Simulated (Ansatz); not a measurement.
# ZnS (F-43m) in Ansatz: settings compared

The runs below take ZnS through relaxation of cell and atoms, single point, with revPBE+D4, PBE.

All numbers are computed with Ansatz 0.2.0; they aren't measurements. Logs are shortened: lines on timing, memory, paths and dates and some standing lists are left out, and cuts for length are marked.

**Measured values to compare with.**

“Electronic, vibrational, and thermodynamic properties of ZnS (zincblende and rocksalt structure)”, 2009, arxiv:0911.5022 quotes, for a bulk crystal of ZnS at 19 K: band gap 3.85 eV (direct).

The results are compared with them further down.

### 1 The crystal as given

Symmetry: F-43m, No. 216, cubic system. The conventional cell has a = 5.404 Å, b = 5.404 Å, c = 5.404 Å, α = 90.00°, β = 90.00°, γ = 90.00°. Zn (site symmetry -43m) has 4 S at 2.34 Å as nearest neighbours. S (site symmetry -43m) has 4 Zn at 2.34 Å as nearest neighbours.

### 2 Relaxation of cell and atoms, revPBE+D4

input.yaml reads:

```yaml
crystal:
  lattice:
    - [0.0, 2.702, 2.702]
    - [2.702, 0.0, 2.702]
    - [2.702, 2.702, 0.0]
  atoms:
    - { symbol: Zn, position: [0.75, 0.75, 0.75] }
    - { symbol: S, position: [0.0, 0.0, 0.0] }
hamiltonian:
  xc: revpbe
  pseudopotentials: { kind: paw }
  dispersion: d4
kpoints:
  mp_grid: { grid: [9, 9, 9] }
scf:
  occupations: { method: fermi_dirac, width: 0.05 }
output:
  forces: true
  stress: true
relax:
  f_tol: 0.01
  max_steps: 40
  cell: { stress_tol: 0.05 }
```

Potentials or basis: Ansatz PAW.

On the command line:

```bash
$ ansatz run input.yaml --threads 2 --pin off --max-ram 5632MiB --backend cpu --events-out ev --progress --plain --runs-dir out
```

Output:

```text
Warning: RAYON_NUM_THREADS=2 ignored (pool sized by the plan → 2); use --threads N
Engine: ansatz 0.2.0, x86_64-unknown-linux-gnu
Pseudopotentials: kind: paw
Pseudopotential: Zn, paw, valence charge 12, recommended cutoff 420 eV (normal), Zn.paw.azcp
Pseudopotential: S, paw, valence charge 6, recommended cutoff 420 eV (normal), S.paw.azcp
Functional definition: revPBE
  parameter kappa = 1.245
  parameter beta = 0.06672455060314922
  exchange = pbe_x(kappa = kappa, mu = beta*pi^2/3)
  correlation = pbe_c(beta = beta)
Crystal: 2 atoms, lattice volume = 39.454 Å³
Basis set: ecut = 420 eV, 749 PW (Γ), exchange–correlation on 54×54×54 points (8 copies of the dense FFT grid, shifted against one another)
Bands: 13, of which v1, the nominal top of the filled ones, is band 9 counted from 1 (8 counted from 0)
Symmetry: 24 space group operations
Space group: F-43m (ITA 216), of the structure as read, at distance tolerance 3.4e-5 Å
k-points: 35 of 729 (time reversal used)
Non-local potential: Zn, projectors of the file, l = 0: 2, l = 1: 2, l = 2: 3, l = 3: 1
Non-local potential: S, projectors of the file, l = 0: 2, l = 1: 2, l = 2: 2
PAW form: soft (Blöchl's): semilocal exchange-correlation on the pseudo side does not see the compensation charge
PAW frozen core: Zn, regenerated for the run's functional, and the local potential with it (the file was generated under x = pbe(κ = 0.804, μ = 0.2195149727645171), c = pbe(β = 0.06672455060314922))
PAW frozen core: S, regenerated for the run's functional, and the local potential with it (the file was generated under x = pbe(κ = 0.804, μ = 0.2195149727645171), c = pbe(β = 0.06672455060314922))
PAW one-centre angular grid: Zn, 590 points (default); XC on 64 Gauss nodes
PAW one-centre angular grid: S, 110 points (default); XC on 64 Gauss nodes
Initial density: superposition of atomic densities (neutral atoms: chi_scale 0, normalization atom), corrected by the library's trained network
Initial wavefunctions: pseudopotential atomic-orbital guess
Functional: x = revpbe(κ = 1.245, μ = 0.2195149727645171), c = pbe(β = 0.06672455060314922)
SCF iter   1: F=—  HF=-4230.176069 eV  |F-HF|=—  |Δ(HF+E_count)|=         —  Δρ=2.82e-3  dr2=1.52e-3  ethr=1.77e-3  ⟨swp⟩=5.2  Hψ=2633  notcnv=0
preconditioner: auto → none  [insulator: Δε(μ)=2.237 eV  Ē_g=12.275 eV  σ=0.050 eV  W_gap=1.00  n_scr=14 (ndim 8)  ℏωp=25.1 eV  f_vac=0.026  D(μ)=0.00/eV (n_scr^D=0)  ε∞_Penn≈5.2]
SCF iter   2: F=—  HF=-4230.176295 eV  |F-HF|=—  |Δ(HF+E_count)|=   2.26e-4  Δρ=1.31e-3  dr2=4.17e-4  ethr=8.43e-6  ⟨swp⟩=2.1  Hψ=1081  notcnv=0
SCF iter   3: F=—  HF=-4230.176150 eV  |F-HF|=—  |Δ(HF+E_count)|=   1.45e-4  Δρ=5.48e-4  dr2=6.19e-5  ethr=2.32e-6  ⟨swp⟩=2.0  Hψ=727  notcnv=0
SCF iter   4: F=—  HF=-4230.176216 eV  |F-HF|=—  |Δ(HF+E_count)|=   6.66e-5  Δρ=1.54e-4  dr2=1.12e-5  ethr=3.44e-7  ⟨swp⟩=3.0  Hψ=770  notcnv=0
SCF iter   5: F=—  HF=-4230.176222 eV  |F-HF|=—  |Δ(HF+E_count)|=   5.47e-6  Δρ=3.90e-5  dr2=6.06e-7  ethr=6.24e-8  ⟨swp⟩=2.2  Hψ=607  notcnv=0
SCF iter   6: F=-4230.176222 eV  HF=-4230.176222 eV  |F-HF|=2.71e-8  |Δ(HF+E_count)|=   1.19e-7  Δρ=7.44e-6  dr2=1.33e-8  ethr=5.56e-10  ⟨swp⟩=4.7  Hψ=1595  notcnv=0
SCF 1 converged in 6 iterations: F = -4230.176222 eV  dr2 = 1.33e-8
relax step   1: F+E_penalty+E_count = -4230.17622203 eV  Δ(F+E_penalty+E_count) = +0.000e0 eV  max|allowed force component| = 2.035e-16 eV/Å  Δτ_max = 0.0000 Å  P = -1.892 GPa  Ω = 39.454 Å³  (6 SCF iters, dr2 threshold 1.00e-7 eV, accepted)
Crystal: 2 atoms, lattice volume = 38.879 Å³
[... 22 lines left out ...]
iter 1 solved again at ethr=2.17e-7 eV; its pass at ethr=3.10e-3 eV (dr2=3.91e-5 eV) is discarded
SCF iter   1: F=—  HF=-4230.182360 eV  |F-HF|=—  |Δ(HF+E_count)|=         —  Δρ=4.84e-5  dr2=2.91e-7  ethr=2.17e-7  ⟨swp⟩=3.0  Hψ=3930  notcnv=0
preconditioner: auto → none  [insulator: Δε(μ)=2.349 eV  Ē_g=12.381 eV  σ=0.050 eV  W_gap=1.00  n_scr=14 (ndim 8)  ℏωp=25.4 eV  f_vac=0.026  D(μ)=0.00/eV (n_scr^D=0)  ε∞_Penn≈5.2]
SCF iter   2: F=—  HF=-4230.182361 eV  |F-HF|=—  |Δ(HF+E_count)|=   6.40e-7  Δρ=6.65e-5  dr2=8.18e-7  ethr=1.62e-9  ⟨swp⟩=2.0  Hψ=760  notcnv=0
SCF iter   3: F=—  HF=-4230.182361 eV  |F-HF|=—  |Δ(HF+E_count)|=   1.03e-7  Δρ=1.61e-5  dr2=9.04e-8  ethr=1.62e-9  ⟨swp⟩=2.0  Hψ=738  notcnv=0
SCF iter   4: F=—  HF=-4230.182361 eV  |F-HF|=—  |Δ(HF+E_count)|=   6.71e-8  Δρ=3.05e-6  dr2=2.28e-9  ethr=5.02e-10  ⟨swp⟩=2.0  Hψ=735  notcnv=0
SCF iter   5: F=—  HF=-4230.182361 eV  |F-HF|=—  |Δ(HF+E_count)|=  8.52e-10  Δρ=8.99e-7  dr2=1.67e-10  ethr=1.27e-11  ⟨swp⟩=2.3  Hψ=770  notcnv=0
SCF iter   6: F=-4230.182361 eV  HF=-4230.182361 eV  |F-HF|=8.19e-12  |Δ(HF+E_count)|=  2.71e-10  Δρ=8.62e-8  dr2=2.22e-12  ethr=1.00e-12  ⟨swp⟩=4.0  Hψ=2252  notcnv=0
SCF 4 converged in 6 iterations: F = -4230.182361 eV  dr2 = 2.22e-12
relax step   4: F+E_penalty+E_count = -4230.18236107 eV  Δ(F+E_penalty+E_count) = +5.252e-4 eV  max|allowed force component| = 9.252e-17 eV/Å  Δτ_max = 0.0000 Å  P = +0.041 GPa  Ω = 38.415 Å³  stress off target by 4.14e-2 GPa  SCF on the basis re-selected at this cell (its energy is not comparable with the rows above)  (6 SCF iters)
basis re-selected at this cell: Δ(F+E_penalty+E_count) = +5.252e-4 eV, ΔP = -0.001 GPa vs the last step (what re-selecting the basis moved, of the pressure what is left beyond the Pulay correction that the steps carried, after the strain that the cell walked since its last selection, with what the two solves' SCF thresholds leave and, on support functions, any second-order correction that the steps lacked; it is no measure of the basis error at this ecutwfc). This SCF's stress stands 4.14e-2 GPa from its target on what of the cell is left free (relax.cell.stress_tol is 5.00e-2 GPa) and its largest allowed force component is 9.25e-17 eV/Å (relax.f_tol is 1.00e-2 eV/Å): within both
SCF converged after 6 iterations
Free energy (F): -4230.182361 eV
Harris-Foulkes:  -4230.182361 eV  (|F-HF|=8.19e-12)
Internal energy: -4230.182361 eV  (E = F + TS)
E sigma→0 (E₀):  -4230.182361 eV
Fermi energy:    7.434763 eV
--- Per-component energies (eV) ---
  E_band       = 11.689476
  E_kinetic    = 239.021840
  E_local      = -2023.595452  (includes V_loc(G=0)·N_el)
  E_nonlocal   = 642.208852
  E_hartree    = 847.523116
  E_xc         = -235.241147
  E_vxc        = -139.725087  (∫ρ·V_xc dr)
  E_paw        = -2434.297173  (= ΣΔE_a)
  E_vpaw       = -401.266524  (= ΣTr[D̂ρ^β])
  E_aug_tail   = -0.000371  (compensation charges beyond the density's cutoff)
  E_ewald      = -1264.573067
  E_disp       = -1.144541  (pairwise vdW)
  E_core_change = -0.084419  (= ΣΔE_core)
  E_smearing   = -0.000000  (= −TS)
  E_closure    = -0.000000  (closes the sum)
  Σ components = -4230.182361   (vs F -4230.182361, Δ=0.00e0)
--- Forces (eV/Å), atoms counted from 1 ---
  atom   1  Zn     0.00000000    -0.00000000     0.00000000
  atom   2  S     -0.00000000     0.00000000     0.00000000
  max |Σ_I F_I| component: 7.40e-17 eV/Å
--- Stress (GPa, compression-positive) ---
        0.041394      -0.000000      -0.000000
       -0.000000       0.041394       0.000000
       -0.000000       0.000000       0.041394
  P = ⅓ Tr σ = 0.0414 GPa (0.414 kbar)
--- Relaxed structure (3 steps of the walk, 3 accepted, 1 SCFs on fresh bases) ---
  F+E_penalty+E_count = -4230.18236107 eV   max|allowed force component| = 9.252e-17 eV/Å   (the final SCF, on the basis selected at the relaxed cell)
  cell:  # Å, volume = 38.4151 Å³
    - [-9.935975464146402e-34, 2.6780823810547063, 2.6780823810547063]
    - [2.6780823810547063, -1.9362413725003242e-33, 2.6780823810547063]
    - [2.6780823810547063, 2.6780823810547063, 1.9617182326648018e-33]
  atoms:
    - { symbol: Zn, position: [0.7500000000000001, 0.7500000000000001, 0.7500000000000001] }
    - { symbol: S, position: [-4.1578798453955917e-35, -2.0789399226977933e-34, -2.9699141752825594e-35] }
```

It took 5.6 s on 2 threads of Intel Xeon at 2.70GHz, shared host; peak memory 0.35 GiB.

What came out:

```
Free energy                            : -4230.1824 eV
Relaxed volume                         : 19.21 Å³/atom
Relaxed cell                           : a = 3.787 Å, b = 3.787 Å, c = 3.787 Å, α = 60.00°, β = 60.00°, γ = 60.00°
Space group after relaxing (to 0.05 Å) : F-43m (No. 216)
Energy gained by relaxing              : 3.1 meV/atom
Ionic steps                            : 4
Pressure after relaxing                : 0.0 GPa
Band gap on the k mesh                 : 2.35 eV
```

The path:
```tsv
step	energy change (eV)	largest force (eV/Å)	volume (Å³)
1	0.0000	0.0000	39.45
2	-0.0052	0.0000	38.88
3	-0.0067	0.0000	38.42
4	-0.0061	0.0000	38.42
```

Final structure:
```
Zn S
1.0
     0.00000    2.67808    2.67808
     2.67808    0.00000    2.67808
     2.67808    2.67808    0.00000
Zn S
1 1
Direct
  0.75000 0.75000 0.75000
  0.00000 0.00000 0.00000
```

Caveat: odd divisions of the mesh miss points on the zone boundary, where band edges often lie, so the gap on the mesh can be too wide; the plane-wave basis is chosen anew once the cell has moved, so the energies of steps on either side of that aren't comparable; the PAW data sets come from PBE, with cores solved anew for the run's functional, which leaves a small shift of forces and pressure.

### 3 Single point, PBE

input.yaml reads:

```yaml
crystal:
  lattice:
    - [0.0, 2.702, 2.702]
    - [2.702, 0.0, 2.702]
    - [2.702, 2.702, 0.0]
  atoms:
    - { symbol: Zn, position: [0.75, 0.75, 0.75] }
    - { symbol: S, position: [0.0, 0.0, 0.0] }
hamiltonian:
  xc: pbe
  pseudopotentials: { kind: paw }
kpoints:
  mp_grid: { grid: [9, 9, 9] }
scf:
  occupations: { method: gaussian, width: 0.017 }
output:
  forces: true
  stress: true
  eigenvalues: true
```

Potentials or basis: Ansatz PAW.

On the command line:

```bash
$ ansatz run input.yaml --threads 2 --pin off --max-ram 5632MiB --backend cpu --events-out ev --progress --plain --runs-dir out
```

Run time: 1 s. Hardware: 2 threads of Intel Xeon at 2.70GHz, shared host; peak memory 0.34 GiB.

Results (log left out):

```yaml
Free_energy: -4222.7301 eV
Pressure: 1.6 GPa
Band_gap_on_the_k_mesh: 2.11 eV, direct
```

Levels at points of the mesh, in eV from the valence-band top:
```tsv
k point	band 7	band 8	band 9	band 10	band 11	band 12
(0.00, 0.00, 0.00)	0.00	0.00	0.00	2.11	6.37	6.37
```

Caveat: odd divisions of the mesh miss points on the zone boundary, where band edges often lie, so the gap on the mesh can be too wide.

### 4 How close it comes

Step 3. Against the measured gap of ZnS, 3.85 eV (direct; 19 K; quoted in “Electronic, vibrational, and thermodynamic properties of ZnS (zincblende and rocksalt structure)”, 2009, arxiv:0911.5022), the calculated 2.11 eV is off by -1.74 eV. The value is that of PBE, without temperature or zero-point motion. Semilocal functionals fall short of measured gaps as a rule.
